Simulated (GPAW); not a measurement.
CoO in GPAW: convergence with response cutoff (eV)

Crystal: CoO.

```xyz
2
Lattice="0.0000 2.1315 2.1315 2.1315 0.0000 2.1315 2.1315 2.1315 0.0000" Properties=species:S:1:pos:R:3 pbc="T T T"
Co    0.0000    0.0000    0.0000
O     2.1315    2.1315    2.1315
```

```yaml
Program: GPAW 26.7.0
Task: magnons
Functional: LDA
Potentials_or_basis: the program's PAW data sets (release 1.2.1) made for this functional
Cutoff: 550 eV
Basis: pw
k_mesh: 9 × 9 × 9
Occupations: fermi-dirac, width 0.05 eV
Spin: collinear spin, ferromagnetic start
Starting_moments: "[3.0, 0.0] μB"
```

These are the settings of the first run; the series varies response cutoff (eV), with any setting tied to it.

Hardware: 1 thread of AMD EPYC 7R43 64-Core Processor (Zen 3), on a shared host.

| response cutoff (eV) | energy less the tightest run, at zero smearing (meV/atom) | SCF cycles | CPU time (s) | peak memory (GiB) |
| --- | --- | --- | --- | --- |
| 40 | 0.00 | 10 | 100 | 0.34 |
| 60 | 0.00 | 10 | 110 | 0.34 |
| 100 | 0.00 | 10 | 110 | 0.35 |
| 150 | 0.00 | 10 | 110 | 0.35 |
| 200 | 0.00 | 10 | 120 | 0.35 |
| 300 | 0.00 | 10 | 140 | 0.39 |

Against the tightest run, the energy stays within 1 meV/atom from 40 on. The tightest run that finished is the yardstick and may itself not be fully converged.

Caveat, for the tightest run too: the number of bands moves the energies at small q by some ten meV; the exchange constants hang on this mesh and on the site radius; magnon energies are noisy on this mesh; a cell with one magnetic atom can't hold antiferromagnetic order, which such compounds often take.
